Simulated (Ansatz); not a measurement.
# TiAl₃: enthalpy against pressure

TiAl₃, Pm-3m, a = 3.980 Å. This isn't the usual stable structure of the compound. Ansatz: PBE, PAW, 420 eV, Γ-centred 10×10×10 mesh on 4 atoms, Gaussian smearing 0.10 eV; no spin polarisation. Cell and atoms are relaxed at each pressure, and no other structure is tried, so the rows at high pressure may lie past a change of phase. y is the enthalpy over the state at zero pressure; there V0 = 15.758 Å³/atom. The pressures are the targets, met within 0.06 GPa.

```tsv
P (GPa)	y (eV/atom)
-1.0	-0.0988
0.0	0.0000
1.0	0.0979
4.0	0.3864
12.0	?
25.0	2.2447
50.0	4.2112
90.0	7.0223
```

Q: Fit y = c1 P + c2 P² + c3 P³ to the other rows, say what c1 and c2 mean, and predict the missing value.

A: Least squares on the rows shown. y = 0.096880 P − 0.00030828 P² + 1.0977×10⁻⁶ P³. Since dH/dP = V, c1 is V0: 0.096880 eV/GPa × 160.2 = 15.520 Å³ against 15.758; c2 = −V0/(2B0) gives B0 = 157 GPa, where a Birch–Murnaghan fit to the volumes of the same runs (not shown) gives 106 GPa: a cubic over this range folds the higher terms into c2. At P = 12.0 the fit asked for gives 1.1201 eV/atom. The run gave 1.1233 eV/atom, so the fit is 0.0032 eV/atom too low, within twice the rms miss on the fitted rows (0.0019 eV/atom).

The mesh isn't the same in all rows (10×10×10, 12×12×12).